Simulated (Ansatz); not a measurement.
A relaxation computed with Ansatz, from input to last step.

```yaml
crystal:
  lattice:
    - [-3.7615274009, -3.3394822066, -4.3376638254]
    - [3.7615274009, -3.3394822066, 4.3376638254]
    - [-3.7615274009, 3.3394822066, 4.3376638254]
  atoms:
    - { symbol: B, position: [0.1666666667, 0.7500534369, 0.9167201036] }
    - { symbol: B, position: [1.0, 5.34369e-05, 5.34369e-05] }
    - { symbol: B, position: [0.3333333333, 0.5000534369, 0.8333867702] }
    - { symbol: B, position: [0.8333333333, 0.2500534369, 0.0833867702] }
    - { symbol: B, position: [0.6666666667, 0.5000534369, 0.1667201036] }
    - { symbol: B, position: [0.1666666667, 0.2500534369, 0.4167201036] }
    - { symbol: B, position: [0.5, 0.7500534369, 0.2500534369] }
    - { symbol: B, position: [0.3333333333, 5.34369e-05, 0.3333867702] }
    - { symbol: B, position: [1.0, 0.5000534369, 0.5000534369] }
    - { symbol: B, position: [0.8333333333, 0.7500534369, 0.5833867702] }
    - { symbol: B, position: [0.6666666667, 5.34369e-05, 0.6667201036] }
    - { symbol: B, position: [0.5, 0.2500534369, 0.7500534369] }
    - { symbol: "N", position: [0.1666666667, 0.0832965581, 0.2499632248] }
    - { symbol: "N", position: [1.0, 0.3332965581, 0.3332965581] }
    - { symbol: "N", position: [0.3333333333, 0.8332965581, 0.1666298914] }
    - { symbol: "N", position: [0.8333333333, 0.5832965581, 0.4166298914] }
    - { symbol: "N", position: [0.6666666667, 0.8332965581, 0.4999632248] }
    - { symbol: "N", position: [0.1666666667, 0.5832965581, 0.7499632248] }
    - { symbol: "N", position: [0.5, 0.0832965581, 0.5832965581] }
    - { symbol: "N", position: [0.3333333333, 0.3332965581, 0.6666298914] }
    - { symbol: "N", position: [1.0, 0.8332965581, 0.8332965581] }
    - { symbol: "N", position: [0.8333333333, 0.0832965581, 0.9166298914] }
    - { symbol: "N", position: [0.6666666667, 0.3332965581, 0.9999632248] }
    - { symbol: "N", position: [0.5, 0.5832965581, 0.0832965581] }
    - { symbol: H, position: [0.6672114687, 0.8982269695, 0.0896992941] }
total_charge: 1
basis:
  ecutwfc: 420
  xc_grid: 2
kpoints:
  mp_grid: { grid: [2, 2, 2], shift: [0.5, 0.5, 0.5] }
hamiltonian:
  xc: pbe
  dispersion: d3bj
scf:
  occupations: { method: gaussian, width: 0.02 }
output:
  forces: true
  stress: false
  eigenvalues: true
relax:
  adjacent_minimum: "off"
  f_tol: 0.02
  max_steps: 60
```

```bash
ansatz run input.yaml --threads 4 --pin off --max-ram 8192MiB --backend cpu --events-out ev --progress --plain --runs-dir out
```

Theory: DFT PBE+D3(BJ), scalar-relativistic, plane waves, PAW in Ansatz 0.2.0.

The cell holds a point defect: H interstitial, charge +1.

Of 10 frames 7 are shown, positions in Å and forces in eV/Å; the SCF threshold varies from step to step. The mark taken_back stands on steps that the optimiser undid.

```xyz
25
Lattice="-3.7615 -3.3395 -4.3377 3.7615 -3.3395 4.3377 -3.7615 3.3395 4.3377" Properties=species:S:1:pos:R:3:forces:R:3 pbc="T T T" step=1 free_energy_over_end_meV_per_atom=91.93
B    -1.2538    0.0000    6.5070    0.4390    0.0698    0.0298
B    -3.7615   -3.3395   -4.3372   -0.9294   -0.1932   -0.7681
B    -2.5077    0.0000    4.3381    1.5002    0.2483   -1.0631
B    -2.5077   -3.3395   -2.1684    0.2251   -0.1318    1.0084
B    -1.2538   -3.3395    0.0005   -1.5822   -0.2265   -0.7950
B    -1.2538    0.0000    2.1693   -0.3430   -0.0881    0.0249
B     0.0000   -3.3395    2.1693   -0.2759    0.1776    1.6416
B    -2.5077    0.0000    0.0005   -0.1203   -0.0758    0.2899
B    -3.7615   -3.3395    0.0005    0.0591    0.0741    0.1494
B    -2.5077   -3.3395    2.1693   -0.1847   -0.0007    0.0445
B    -5.0154    0.0000    0.0005    1.0635    0.1720   -0.4706
B    -3.7615    0.0000    2.1693    0.1462    0.0017   -0.0941
N    -1.2538    0.0000    0.7226    0.2286    0.0179   -0.0279
N    -3.7615   -3.3395   -1.4462    0.0475    0.1369   -0.2080
N     1.2538   -3.3395    2.8915   -0.0636   -0.1137   -0.3279
N    -2.5077   -3.3395    0.7226    0.4114    0.0223   -0.1340
N    -1.2538   -3.3395    2.8915    0.1148   -0.0188    0.0013
N    -1.2538    0.0000    5.0603   -0.3916    0.0002   -0.0360
N    -3.7615    0.0000    0.7226   -0.2260   -0.0194   -0.1093
N    -2.5077    0.0000    2.8915   -0.0992    0.0178    0.3715
N    -3.7615   -3.3395    2.8915    0.0390   -0.0100    0.2083
N    -6.2692    0.0000    0.7226   -0.3914    0.9696    0.2830
N    -5.0154    0.0000    2.8915   -0.0203    0.0290    0.2621
N     0.0000   -3.3395    0.7226    0.5652   -1.5743    0.4282
H     0.5316   -4.9282    1.3912   -0.2119    0.5151   -0.7088
25
Lattice="-3.7615 -3.3395 -4.3377 3.7615 -3.3395 4.3377 -3.7615 3.3395 4.3377" Properties=species:S:1:pos:R:3:forces:R:3 pbc="T T T" step=2 free_energy_over_end_meV_per_atom=60.38
B    -1.2470   -0.0139    6.5124    0.0151    0.0313    0.1216
B    -3.7729   -3.3039   -4.3383   -0.4041   -0.0965   -0.3182
B    -2.4873   -0.0327    4.3338    1.0601    0.1648   -0.6751
B    -2.5069   -3.2834   -2.1500   -0.0100   -0.2002    0.5696
B    -1.2621   -3.4332    0.0036   -1.2222    0.0804   -0.6183
B    -1.2562    0.0152    2.1744    0.0785   -0.0296    0.0733
B     0.0015   -3.3940    2.1935   -0.0610    0.5063    1.4142
B    -2.5093   -0.0136    0.0112   -0.0897    0.0829   -0.0266
B    -3.7569   -3.3239    0.0093    0.0487   -0.0691   -0.1427
B    -2.5061   -3.3448    2.1780   -0.1015   -0.0012    0.0036
B    -5.0092    0.0792    0.0076    0.5833   -0.0601   -0.1951
B    -3.7603    0.0019    2.1772    0.0308   -0.0030   -0.1451
N    -1.2560    0.0110    0.7286    0.1923   -0.0721    0.0122
N    -3.7628   -3.3010   -1.4384    0.0741    0.0238   -0.0803
N     1.2590   -3.3745    2.9003   -0.1846   -0.0132   -0.2578
N    -2.5040   -3.3658    0.7305    0.3985   -0.0461   -0.0330
N    -1.2527   -3.3380    2.9032    0.1404    0.0655   -0.1231
N    -1.2477   -0.0063    5.0659   -0.3812    0.0802   -0.0228
N    -3.7623    0.0218    0.7311   -0.1949    0.0166    0.0208
N    -2.5054   -0.0084    2.8963   -0.1620    0.0431    0.3510
N    -3.7599   -3.3299    2.8969    0.0897   -0.0362    0.1107
N    -6.2757    0.1481    0.7328   -0.4453    0.7452    0.3190
N    -5.0146   -0.0066    2.9019    0.0693   -0.0883    0.2665
N     0.0097   -3.5028    0.7316    0.9002   -2.1369    0.8545
H     0.4921   -4.9024    1.2008   -0.4247    1.0118   -1.4789
25
Lattice="-3.7615 -3.3395 -4.3377 3.7615 -3.3395 4.3377 -3.7615 3.3395 4.3377" Properties=species:S:1:pos:R:3:forces:R:3 pbc="T T T" step=4 free_energy_over_end_meV_per_atom=10.63
B    -1.2477   -0.0126    6.5248    0.0951    0.0123    0.0613
B    -3.7786   -3.3016   -4.3326    0.3912    0.0676    0.2991
B    -2.4552   -0.0423    4.3333    0.3833    0.1133   -0.2804
B    -2.5074   -3.2735   -2.1285   -0.0133    0.1328   -0.4962
B    -1.2689   -3.4933    0.0088   -0.1962   -0.2532   -0.2057
B    -1.2483    0.0170    2.1861    0.0910    0.0072   -0.0491
B     0.0081   -3.3940    2.2405   -0.1031   -0.1335    0.3879
B    -2.5124    0.0001    0.0247    0.0269    0.0430    0.2047
B    -3.7481   -3.3299    0.0161    0.0262    0.0168   -0.0470
B    -2.5022   -3.3474    2.1871   -0.0458   -0.0107    0.1028
B    -5.0097    0.1131    0.0221   -0.4403    0.0472    0.3469
B    -3.7594   -0.0024    2.1877   -0.0284   -0.0176   -0.0756
N    -1.2541    0.0020    0.7396   -0.1216   -0.0690    0.0214
N    -3.7583   -3.3077   -1.4265   -0.0546   -0.0232    0.1722
N     1.2583   -3.3589    2.9161    0.0511    0.0988   -0.0675
N    -2.4917   -3.3864    0.7401    0.1418   -0.0068    0.0307
N    -1.2487   -3.3119    2.9169    0.0890    0.1079   -0.2376
N    -1.2422    0.0077    5.0750   -0.0138    0.0890    0.0845
N    -3.7674    0.0362    0.7451    0.1270    0.0140    0.0474
N    -2.5019   -0.0026    2.9092   -0.0778    0.0678    0.1575
N    -3.7568   -3.3359    2.9050   -0.0459   -0.0594   -0.1518
N    -6.2893    0.2371    0.7504    0.3767   -0.6379   -0.1325
N    -5.0109   -0.0343    2.9186    0.1341   -0.0346    0.2446
N     0.0442   -3.7209    0.7636    0.0303   -0.1563   -0.0329
H     0.3958   -4.7599    0.8710   -0.8228    0.5845   -0.3846
25
Lattice="-3.7615 -3.3395 -4.3377 3.7615 -3.3395 4.3377 -3.7615 3.3395 4.3377" Properties=species:S:1:pos:R:3:forces:R:3 pbc="T T T" step=5 free_energy_over_end_meV_per_atom=13.96 taken_back
B    -1.2422   -0.0052    6.5305    0.0221   -0.0175    0.0127
B    -3.7635   -3.3292   -4.3253    0.2578   -0.0082    0.2041
B    -2.4413   -0.0265    4.3288    0.1155    0.0725    0.0904
B    -2.4998   -3.2895   -2.1352   -0.0813   -0.0317   -0.2713
B    -1.2764   -3.4963    0.0032   -0.0294    0.0715   -0.0388
B    -1.2393    0.0158    2.1899    0.0553    0.0076   -0.0061
B     0.0071   -3.3973    2.2580    0.1443   -0.1037   -0.0136
B    -2.5047    0.0079    0.0353    0.0175   -0.0294    0.0663
B    -3.7421   -3.3211    0.0175   -0.0164    0.0027   -0.0241
B    -2.4986   -3.3505    2.1900    0.0135   -0.0004    0.0386
B    -5.0087    0.0894    0.0321   -0.1402   -0.0338    0.1407
B    -3.7531   -0.0051    2.1918   -0.0493    0.0263   -0.0007
N    -1.2455   -0.0112    0.7467   -0.0161    0.0412   -0.0880
N    -3.7520   -3.3115   -1.4240    0.0569    0.0377    0.1036
N     1.2629   -3.3471    2.9231    0.0085    0.0513   -0.0562
N    -2.4871   -3.3829    0.7412   -0.0189   -0.0269    0.0882
N    -1.2455   -3.3034    2.9200   -0.0020   -0.0038   -0.0533
N    -1.2364    0.0266    5.0792   -0.0393    0.0420    0.0660
N    -3.7599    0.0336    0.7533    0.1000    0.0180   -0.0573
N    -2.4954    0.0142    2.9139   -0.0233    0.0009   -0.0050
N    -3.7503   -3.3490    2.9070   -0.0905    0.0017   -0.0284
N    -6.2736    0.1572    0.7496    0.1141   -0.4456   -0.0635
N    -5.0053   -0.0404    2.9217    0.0666   -0.0245    0.0210
N     0.0372   -3.7313    0.7616   -1.0808    5.2529   -0.2743
H     0.2607   -4.6493    0.7842    0.6156   -4.9001    0.1491
25
Lattice="-3.7615 -3.3395 -4.3377 3.7615 -3.3395 4.3377 -3.7615 3.3395 4.3377" Properties=species:S:1:pos:R:3:forces:R:3 pbc="T T T" step=6 free_energy_over_end_meV_per_atom=5.32
B    -1.2443   -0.0090    6.5288    0.0833    0.0012    0.0376
B    -3.7682   -3.3219   -4.3272    0.2446   -0.0700    0.1490
B    -2.4483   -0.0266    4.3328    0.2147    0.1391   -0.1803
B    -2.5053   -3.2916   -2.1333    0.0290    0.0570   -0.3135
B    -1.2772   -3.4839    0.0034   -0.0846    0.0635   -0.0853
B    -1.2423    0.0191    2.1883    0.0287   -0.0289   -0.0191
B     0.0106   -3.3955    2.2480   -0.0875    0.0439    0.2237
B    -2.5060    0.0037    0.0288    0.0098    0.0044    0.1441
B    -3.7468   -3.3177    0.0186    0.0301   -0.0324   -0.0059
B    -2.4993   -3.3480    2.1904   -0.0282   -0.0296    0.0609
B    -5.0067    0.0857    0.0265   -0.2734    0.0079    0.2276
B    -3.7552   -0.0002    2.1894   -0.0172    0.0045   -0.0379
N    -1.2476   -0.0036    0.7426   -0.0877    0.0170    0.0215
N    -3.7546   -3.3121   -1.4231   -0.0258    0.0380    0.0774
N     1.2617   -3.3515    2.9185    0.0603    0.0389   -0.0113
N    -2.4904   -3.3712    0.7424    0.0206   -0.0631    0.0067
N    -1.2446   -3.3144    2.9181    0.0176    0.0345   -0.1118
N    -1.2406    0.0224    5.0794    0.0201    0.0555    0.0390
N    -3.7607    0.0307    0.7479    0.0886    0.0129    0.0366
N    -2.4974    0.0125    2.9115   -0.0495    0.0194    0.0892
N    -3.7533   -3.3522    2.9078   -0.0242    0.0383   -0.1153
N    -6.2795    0.1670    0.7491    0.2603   -0.3688   -0.0762
N    -5.0082   -0.0306    2.9185    0.0613   -0.0854    0.1050
N     0.0359   -3.6873    0.7590    0.1056   -0.2778   -0.0572
H     0.3154   -4.7257    0.8279   -0.5963    0.3801   -0.2048
25
Lattice="-3.7615 -3.3395 -4.3377 3.7615 -3.3395 4.3377 -3.7615 3.3395 4.3377" Properties=species:S:1:pos:R:3:forces:R:3 pbc="T T T" step=7 free_energy_over_end_meV_per_atom=2.20
B    -1.2397   -0.0060    6.5305    0.0490    0.0006    0.0145
B    -3.7584   -3.3467   -4.3247    0.1437   -0.0355    0.0785
B    -2.4433   -0.0247    4.3329    0.1262    0.1020   -0.1133
B    -2.5014   -3.3068   -2.1378    0.0334    0.0167   -0.1792
B    -1.2798   -3.4500    0.0008   -0.0552    0.0415   -0.0474
B    -1.2368    0.0177    2.1897   -0.0014   -0.0333   -0.0048
B     0.0141   -3.3818    2.2522   -0.0551    0.0086    0.1301
B    -2.4997    0.0092    0.0314   -0.0005   -0.0066    0.0910
B    -3.7448   -3.3153    0.0192    0.0220   -0.0046    0.0034
B    -2.4961   -3.3492    2.1922   -0.0149   -0.0141    0.0265
B    -5.0025    0.0603    0.0298   -0.1527   -0.0020    0.1415
B    -3.7503    0.0031    2.1903   -0.0103   -0.0012   -0.0134
N    -1.2412   -0.0047    0.7442   -0.0353    0.0179    0.0197
N    -3.7500   -3.3132   -1.4223   -0.0121    0.0276    0.0384
N     1.2663   -3.3402    2.9201    0.0388    0.0319    0.0004
N    -2.4896   -3.3589    0.7436   -0.0108   -0.0350    0.0038
N    -1.2411   -3.3175    2.9194    0.0092    0.0256   -0.0574
N    -1.2379    0.0243    5.0811    0.0354    0.0247    0.0226
N    -3.7537    0.0268    0.7497    0.0546    0.0120    0.0192
N    -2.4927    0.0165    2.9131   -0.0243    0.0044    0.0480
N    -3.7492   -3.3597    2.9085   -0.0133    0.0236   -0.0695
N    -6.2700    0.1036    0.7477    0.1387   -0.2146   -0.0418
N    -5.0046   -0.0202    2.9177    0.0345   -0.0473    0.0541
N     0.0305   -3.6630    0.7561    0.0729   -0.1386   -0.0353
H     0.2193   -4.7057    0.8088   -0.3721    0.1956   -0.1296
25
Lattice="-3.7615 -3.3395 -4.3377 3.7615 -3.3395 4.3377 -3.7615 3.3395 4.3377" Properties=species:S:1:pos:R:3:forces:R:3 pbc="T T T" step=10 free_energy_over_end_meV_per_atom=0.00
B    -1.2308   -0.0026    6.5333   -0.0010   -0.0006   -0.0006
B    -3.7406   -3.3818   -4.3212    0.0018    0.0093    0.0075
B    -2.4359   -0.0343    4.3349    0.0011    0.0070    0.0036
B    -2.4926   -3.3300   -2.1438   -0.0003    0.0005   -0.0012
B    -1.2832   -3.3768   -0.0026    0.0006    0.0097    0.0027
B    -1.2269    0.0102    2.1938    0.0017   -0.0017    0.0011
B     0.0211   -3.3740    2.2585    0.0010    0.0024   -0.0043
B    -2.4878    0.0152    0.0363   -0.0037   -0.0011   -0.0004
B    -3.7403   -3.3036    0.0206   -0.0006    0.0055   -0.0013
B    -2.4886   -3.3427    2.1956    0.0014   -0.0006   -0.0010
B    -4.9932    0.0160    0.0363    0.0015   -0.0020   -0.0009
B    -3.7405    0.0049    2.1932   -0.0009   -0.0019   -0.0015
N    -1.2274    0.0009    0.7475    0.0034   -0.0020    0.0003
N    -3.7405   -3.3133   -1.4210   -0.0001   -0.0023    0.0012
N     1.2757   -3.3279    2.9234    0.0003   -0.0021    0.0004
N    -2.4875   -3.3198    0.7463    0.0004    0.0001    0.0018
N    -1.2335   -3.3276    2.9235    0.0005   -0.0027   -0.0004
N    -1.2316    0.0217    5.0840    0.0000   -0.0002    0.0008
N    -3.7405    0.0168    0.7537    0.0003   -0.0015   -0.0001
N    -2.4835    0.0083    2.9164    0.0000   -0.0014   -0.0014
N    -3.7405   -3.3652    2.9103   -0.0002   -0.0011   -0.0018
N    -6.2537    0.0024    0.7475   -0.0027   -0.0058   -0.0003
N    -4.9974    0.0059    2.9164    0.0018    0.0006   -0.0003
N     0.0215   -3.6282    0.7519   -0.0013   -0.0074   -0.0017
H     0.0253   -4.6767    0.7595   -0.0051   -0.0008   -0.0021
```

Time: 21 s on 4 threads of Arm Neoverse V2, with other jobs on the host, peak memory 0.59 GiB.